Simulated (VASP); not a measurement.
# ZnS (F-43m) in VASP: notebook, part 2 of 2

VASP 6.6.1. The steps go on from the part before.

## (3) Relaxation of the atoms, PBE (a relaxed cell with its volume scaled by 1.02)

INCAR

```
SYSTEM = ZnS
PREC = Accurate ; ENCUT = 600
EDIFF = 1E-7 ; ISMEAR = 0
SIGMA = 0.03 ; LREAL = .FALSE.
LASPH = .TRUE. ; NELM = 80
ALGO = Fast ; ISIF = 2
LWAVE = .FALSE. ; LCHARG = .FALSE.
GGA = PE ; IBRION = 2
NSW = 40 ; EDIFFG = -0.01
```

KPOINTS

```
Automatic mesh
0
G
  10 10 10
  0 0 0
```

POSCAR

```
ZnS                                     
1.0
    0.0000000000      2.7415584127      2.7415584127
    2.7415584127      0.0000000000      2.7415584127
    2.7415584127      2.7415584127      0.0000000000
  Zn              S             
     1     1
Direct
     0.2500000000000000    0.2500000000000000    0.2500000000000000
     0.0000000000000000    0.0000000000000000    0.0000000000000000
```

Potentials or basis: VASP PAW PBE potentials, release 64 (Zn, S).

Command:

```bash
$ cat potpaw_PBE.64/Zn/POTCAR potpaw_PBE.64/S/POTCAR > POTCAR
$ mpirun -np 1 vasp_std > vasp.out
```

OUTCAR:

```text
SYSTEM = ZnS
   PREC = Accurate
   ENCUT = 600
   EDIFF = 1E-7
   ISMEAR = 0
   LREAL = .FALSE.
   LASPH = .TRUE.
   NELM = 80
   ISIF = 2
   GGA = PE
   IBRION = 2
   NSW = 40
   EDIFFG = -0.01

 ion  position               nearest neighbor table
   1  0.250  0.250  0.250-   2 2.37   2 2.37   2 2.37   2 2.37
   2  0.000  0.000  0.000-   1 2.37   1 2.37   1 2.37   1 2.37

  LATTYP: Found a face centered cubic cell.
 ALAT       =     5.4831168254

  Lattice vectors:

 A1 = (   0.0000000000,   2.7415584127,   2.7415584127)
 A2 = (   2.7415584127,   0.0000000000,   2.7415584127)
 A3 = (   2.7415584127,   2.7415584127,   0.0000000000)

Analysis of symmetry for initial positions (statically):
=====================================================================
 Subroutine PRICEL returns:
 Original cell was already a primitive cell.

 Routine SETGRP: Setting up the symmetry group for a
 face centered cubic supercell.

 Subroutine GETGRP returns: Found 24 space group operations
 (whereof 24 operations were pure point group operations)
 out of a pool of 48 trial point group operations.

[... 171 lines left out ...]

 k-point     1 :       0.0000    0.0000    0.0000
  band No.  band energies     occupation
      1     -11.1357      2.00000
      2      -4.4673      2.00000
      3      -4.4673      2.00000
      4      -4.4673      2.00000
      5      -4.0195      2.00000
      6      -4.0195      2.00000
      7       1.7099      2.00000
      8       1.7099      2.00000
      9       1.7099      2.00000
     10       3.6357      0.00000
     11       8.1322      0.00000
     12       8.1322      0.00000
     13       8.1322      0.00000
[... 354 lines left out ...]
  band No.  band energies     occupation
      1     -10.2558      2.00000
      2      -4.4545      2.00000
      3      -4.2448      2.00000
      4      -4.2348      2.00000
      5      -3.9914      2.00000
      6      -3.9690      2.00000
      7      -1.9264      2.00000
      8      -0.1359      2.00000
      9       0.0610      2.00000
     10       5.8319      0.00000
     11       6.3457      0.00000
     12      10.3651      0.00000
     13      11.3079      0.00000

 [... further k-points ...]
[... 5 lines left out ...]
  --------------------------------------------------------------------------------------
  -------------------------------------------------------------------------------------
  Total       -0.3025911     -0.3025911     -0.3025911     -0.0000000      0.0000000     -0.0000000
  in kB      -11.7637087    -11.7637087    -11.7637087     -0.0000000      0.0000000     -0.0000000
  external PRESSURE =     -11.7637087 kB  Pullay stress =       0.0000000 kB

 VOLUME and BASIS-vectors are now :
 -----------------------------------------------------------------------------
  energy-cutoff  :      600.00
  volume of cell :       41.21
      direct lattice vectors                 reciprocal lattice vectors
     0.000000000  2.741558413  2.741558413    -0.182378022  0.182378022  0.182378022
     2.741558413  0.000000000  2.741558413     0.182378022 -0.182378022  0.182378022
     2.741558413  2.741558413  0.000000000     0.182378022  0.182378022 -0.182378022

 POSITION                                       TOTAL-FORCE (eV/Angst)
 -----------------------------------------------------------------------------------
      1.37078      1.37078      1.37078         0.000000      0.000000      0.000000
      0.00000      0.00000      0.00000        -0.000000     -0.000000     -0.000000
 -----------------------------------------------------------------------------------
    total drift:                               -0.000001     -0.000001     -0.000001

  FREE ENERGIE OF THE ION-ELECTRON SYSTEM (eV)
  ---------------------------------------------------
  free  energy   TOTEN  =        -6.8494660349 eV

  energy  without entropy=       -6.8494660349  energy(sigma->0) =       -6.84946603

 reached required accuracy - stopping structural energy minimisation
```

OSZICAR:

```text
N       E                     dE             d eps       ncg     rms          rms(c)
DAV:   1     0.867854850364E+02    0.86785E+02   -0.95195E+03  1222   0.177E+03
DAV:   2    -0.758645587754E+00   -0.87544E+02   -0.82766E+02  1297   0.300E+02
DAV:   3    -0.718575568449E+01   -0.64271E+01   -0.63779E+01  1532   0.742E+01
DAV:   4    -0.727623081254E+01   -0.90475E-01   -0.90388E-01  1337   0.925E+00
DAV:   5    -0.727739858710E+01   -0.11678E-02   -0.11677E-02  1537   0.106E+00    0.633E+00
RMM:   6    -0.687089817752E+01    0.40650E+00   -0.96341E-01  1222   0.104E+01    0.513E+00
RMM:   7    -0.684734818370E+01    0.23550E-01   -0.26455E-01  1222   0.539E+00    0.237E+00
RMM:   8    -0.684961212232E+01   -0.22639E-02   -0.48777E-02  1222   0.206E+00    0.115E+00
RMM:   9    -0.684925521123E+01    0.35691E-03   -0.13518E-02  1222   0.159E+00    0.266E-01
RMM:  10    -0.684928287662E+01   -0.27665E-04   -0.43476E-03  1222   0.745E-01    0.876E-02
RMM:  11    -0.684944033870E+01   -0.15746E-03   -0.14211E-03  1311   0.384E-01    0.906E-02
RMM:  12    -0.684945974273E+01   -0.19404E-04   -0.28124E-04  1223   0.147E-01    0.207E-02
RMM:  13    -0.684946422771E+01   -0.44850E-05   -0.43756E-05  1243   0.687E-02    0.180E-02
RMM:  14    -0.684946580501E+01   -0.15773E-05   -0.15878E-05  1238   0.336E-02    0.172E-02
RMM:  15    -0.684946603320E+01   -0.22820E-06   -0.27002E-06  1065   0.157E-02    0.165E-02
RMM:  16    -0.684946603487E+01   -0.16626E-08   -0.99733E-07  1027   0.805E-03
   1 F= -.68494660E+01 E0= -.68494660E+01  d E =-.684947E+01
```

CONTCAR:

```text
ZnS
   1.00000000000000
     0.0000000000000000    2.7415584126999999    2.7415584126999999
     2.7415584126999999    0.0000000000000000    2.7415584126999999
     2.7415584126999999    2.7415584126999999    0.0000000000000000
  Zn              S
     1     1
Direct
     0.2500000000000000    0.2500000000000000    0.2500000000000000
     0.0000000000000000    0.0000000000000000    0.0000000000000000

  0.00000000E+00  0.00000000E+00  0.00000000E+00
  0.00000000E+00  0.00000000E+00  0.00000000E+00
```

It took 43 s on 1 thread of Intel Xeon Platinum 8375C at 2.90GHz (Ice Lake), shared host; peak memory 0.18 GiB.

What came out:

```yaml
Free_energy: -6.8495 eV
Pressure_after_relaxing: -1.2 GPa
Band_gap_on_the_k_mesh: 1.93 eV, direct
```

Final structure:
```yaml
crystal:
  lattice:
    - [0.00000, 2.74156, 2.74156]
    - [2.74156, 0.00000, 2.74156]
    - [2.74156, 2.74156, 0.00000]
  atoms:
    - { symbol: Zn, position: [0.25000, 0.25000, 0.25000] }
    - { symbol: S, position: [0.00000, 0.00000, 0.00000] }
```

Caveat: the relaxation stopped at its first step, so nothing moved.

## (4) How close it comes

Step 2. A measured gap of ZnS is 3.85 eV (direct; 19 K; quoted in “Electronic, vibrational, and thermodynamic properties of ZnS (zincblende and rocksalt structure)”, 2009, arxiv:0911.5022); the calculated 2.01 eV misses it by -1.84 eV. The value is that of PBE, without temperature or zero-point motion. Semilocal functionals fall short of measured gaps as a rule.
